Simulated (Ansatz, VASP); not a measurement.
# PtSe: VASP beside Ansatz

The input INCAR:

```
SYSTEM = PtSe
PREC     = Accurate       ! precision mode
ENCUT    = 600            ! plane-wave cutoff, eV
EDIFF    = 1E-6           ! SCF threshold, eV
ISMEAR   = 0              ! smearing method
SIGMA    = 0.1            ! smearing width, eV
LREAL    = .FALSE.        ! projectors in reciprocal space
LASPH    = .TRUE.         ! aspherical terms in the spheres
NELM     = 100            ! most SCF steps
ALGO     = Normal         ! electronic algorithm
ISIF     = 3              ! what is computed and relaxed
LWAVE    = .FALSE.        ! write WAVECAR
LCHARG   = .FALSE.        ! write CHGCAR
GGA      = PE             ! functional
IBRION   = 2              ! ionic algorithm
NSW      = 90             ! ionic steps
EDIFFG   = -0.04          ! ionic threshold
```

KPOINTS

```
regular mesh
0
G
  6 6 6
  0 0 0
```

Contents of POSCAR:

```
PtSe
1.0
    0.0000000000      2.7584084660      2.7584084660
    2.7584084660      0.0000000000      2.7584084660
    2.7584084660      2.7584084660      0.0000000000
Pt Se
1 1
Direct
    0.0000000000      0.0000000000      0.0000000000
    0.5000000000      0.5000000000      0.5000000000
```

Input for Ansatz:

```yaml
crystal:
  lattice:
    - [0.0, 2.758408466, 2.758408466]
    - [2.758408466, 0.0, 2.758408466]
    - [2.758408466, 2.758408466, 0.0]
  atoms:
    - { symbol: Pt, position: [0.0, 0.0, 0.0] }
    - { symbol: Se, position: [0.5, 0.5, 0.5] }
basis:
  ecutwfc: 420
kpoints:
  mp_grid: { grid: [6, 6, 6] }
hamiltonian:
  xc: pbe
scf:
  occupations: { method: gaussian, width: 0.1 }
  lower_state_search: "off"
output:
  forces: true
  stress: true
  eigenvalues: true
relax:
  adjacent_minimum: "off"
  f_tol: 0.04
  max_steps: 70
  cell: { stress_tol: 0.4 }
```

Alike in both runs: task relaxation of cell and atoms; functional PBE; k mesh 6 × 6 × 6; occupations gaussian, width 0.1 eV; no spin polarisation.

|  | VASP | Ansatz |
| --- | --- | --- |
| version | VASP 6.6.1 | Ansatz 0.2.0 |
| potentials or method | VASP PAW PBE potentials, release 64 (Pt, Se) | scalar-relativistic, plane waves, PAW |
| plane-wave cutoff (eV) | 600 | 420 |
| valence electrons in the cell | 16 | 34 |

Ansatz gave:

- gap on the k mesh at the Fermi level, each at its own relaxed structure (eV): none
- relaxed volume (Å³/atom): 18.55
- relaxed cell length with the largest relative difference (Å): 3.744
- energy change over the relaxation (meV/atom): -102

Q: Estimate VASP's values.

A: gap on the k mesh at the Fermi level, each at its own relaxed structure (eV): none; relaxed volume (Å³/atom): 18.58; relaxed cell length with the largest relative difference (Å): 3.746; energy change over the relaxation (meV/atom): -103.

A gap of «none» marks a metal or a gap that the smearing closes. The two sets of potentials don't hold the same shells in valence.

The runs have no spin-orbit coupling, so splittings on Pt are missing.
